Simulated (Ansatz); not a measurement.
**Al5P2: competing structures**

Theory: DFT PBE, scalar-relativistic, plane waves, PAW (Ansatz 0.2.0). Settings: cutoff 420 eV, Γ-centred meshes spaced at most about 0.3 Å⁻¹, and about 0.25 Å⁻¹ or finer for metals (2π included), Gaussian smearing. No spin polarisation.

The zero of energy is the elements' standard structures at the same level; no fitted shifts are applied. The references include black phosphorus.

All energies are static (0 K, no zero-point motion). Larger cells and other orderings weren't all tried, so the list isn't exhaustive. In P-4m2, I-4m2, C2, R-3m, P-3m1 an odd number of electrons in the primitive cell allows no gap without spin; a larger cell or a magnetic state could open one. The reference form of P is held partly by dispersion forces, which this level lacks.

Invented guesses were relaxed alike, and ends that match in structure were merged. ΔE counts from the first row. Coordination counts Al atoms around P (those within 1.25 times the shortest such distance or 1.15 times the sum of covalent radii, 1.27 where that leaves under three). The ends were matched against large subsets of the Crystallography Open Database and the Materials Project, so a missing match doesn't prove that a structure is unreported.

```
#                         reached from  type and space group  atoms  Å³/atom  coordination  ΔE (meV/atom)  gap on mesh (eV)  in databases
1  a cell proposed by chemical analogy       P-4m2 (No. 115)      7     20.7           P 4              0              0.00      no match
2  a cell proposed by chemical analogy       I-4m2 (No. 119)      7     20.7           P 4             13              0.00      no match
3                      Ta2O5 type (C2)            C2 (No. 5)      7     19.6           P 4             29              0.00      no match
4                     B5W2 type (R-3m)        R-3m (No. 166)      7     18.0           P 6             45              0.00      no match
5  a cell proposed by chemical analogy       P-3m1 (No. 164)      7     19.0           P 6             79              0.00      no match
6  a cell proposed by chemical analogy         C2/c (No. 15)     14     17.4           P 6            116              0.00      no match
```

The lowest: Space group P-4m2 (No. 115), tetragonal, a = 3.810 Å, c = 9.968 Å. Al on a site of symmetry -4m2 has 4 P at 2.37 Å and 12 Al at 3.81–3.92 Å; Al on a site of symmetry 2mm has 2 P at 2.39 Å, 2 Al at 2.74 Å and 2 Al at 2.98 Å; Al on a second site of symmetry 2mm has 6 Al at 2.71–2.74 Å and 2 Al at 2.98 Å; P is surrounded by 4 Al at 2.37–2.39 Å. Its energy over the elements is −0.16 eV/atom. It lies below the elements, which doesn't yet make it stable against other compounds or structures. An observed structure of this formula, if there is one, may be missing.

```yaml
crystal:
  lattice:
    - [3.80962, 0.00000, 0.00000]
    - [0.00000, 3.80962, 0.00000]
    - [0.00000, 0.00000, 9.96797]
  atoms:
    - { symbol: Al, position: [0.00000, 0.00000, 0.00000] }
    - { symbol: Al, position: [0.50000, 0.50000, 0.71385] }
    - { symbol: Al, position: [0.50000, 0.50000, 0.28615] }
    - { symbol: Al, position: [0.50000, 0.00000, 0.51651] }
    - { symbol: Al, position: [0.00000, 0.50000, 0.48349] }
    - { symbol: P, position: [0.50000, 0.00000, 0.14209] }
    - { symbol: P, position: [0.00000, 0.50000, 0.85791] }
```

The second: Space group I-4m2 (No. 119), tetragonal, a = 3.902 Å, c = 18.997 Å. Al on a site of symmetry -4m2 has 4 P at 2.39 Å and 12 Al at 3.90–3.94 Å; Al on a site of symmetry 2mm has 2 P at 2.42 Å and 4 Al at 2.75 Å; Al on a second site of symmetry -4m2 has 8 Al at 2.75–2.76 Å; P is surrounded by 4 Al at 2.39–2.42 Å; 1 more site not described. Counting Al atoms around P, the first and the second both have P 4. Cells relaxed within their symmetry can be saddle points. Some types were kept out of the candidates beforehand, so the set may lack a known form.
